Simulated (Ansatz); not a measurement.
Step by step: Co, relaxation of cell and atoms

These are results of DFT, r2SCAN, PAW with Ansatz's default frozen-core files, scalar-relativistic (Ansatz 0.2.0), not measurements.

Command: `ansatz run input.yaml --threads 1 --pin off --max-ram 3072MiB --backend cpu --events-out ev --progress --plain --runs-dir out` The run took about 31 s on 1 thread of a shared machine.

```yaml
crystal:
  lattice:
    - [0.0, 1.7721, 1.7721]
    - [1.7721, 0.0, 1.7721]
    - [1.7721, 1.7721, 0.0]
  atoms:
    - { symbol: Co, position: [0.0, 0.0, 0.0], spin: 2.0 }
magnetization:
  spin_polarized: true
kpoints:
  mp_grid: { grid: [16, 16, 16] }
scf:
  occupations: { method: fermi_dirac, width: 0.05 }
hamiltonian:
  xc: r2scan
  pseudopotentials: { kind: paw }
output:
  forces: true
  stress: true
  efg: { contact_densities: true }
relax:
  f_tol: 0.005
  max_steps: 80
  cell: {}
```

The run is spin-polarised from parallel moments and ends with 1.83 μB in the cell; other orders may lie lower.

The geometry is COD entry 9010968, unchecked; take it as a test cell.

The cutoff is 500 eV; energies and pressures of the walk include the program's estimate of the Pulay term. The PAW files were made with PBE; their cores are remade for this functional.

Each frame lists the cell vectors (Å), then Cartesian positions (Å); symmetry keeps all forces zero. Free energies count from the first step, -5131.5540 eV.

The walk took 5 evaluations in all; steps that aren't listed are left out.

Step 1: E = 0.0 meV, P = -5.74 GPa

```
cell 0.0000 1.7721 1.7721 1.7721 0.0000 1.7721 1.7721 1.7721 0.0000
Co    0.0000    0.0000    0.0000
```

Step 2:

```
cell 0.0000 1.7629 1.7629 1.7629 0.0000 1.7629 1.7629 1.7629 0.0000
Co    0.0000    0.0000    0.0000
```

Task: Give the energy, pressure of step 2.

Result: E = -4.7 meV, P = -2.67 GPa
```
Co    0.0000    0.0000    0.0000
```

Task: How does the relaxation end?

Result: It converges, with a = 3.511 Å, b = 3.511 Å, c = 3.511 Å, α = 90.00°, β = 90.00°, γ = 90.00° (conventional cell, space group Fm-3m). The last solve (on a basis chosen afresh for the final cell, so its energy is not quite comparable) gives E = -5.7 meV, P = -0.03 GPa:
```
cell 0.0000 1.7555 1.7555 1.7555 0.0000 1.7555 1.7555 1.7555 0.0000
Co    0.0000    0.0000    0.0000
```
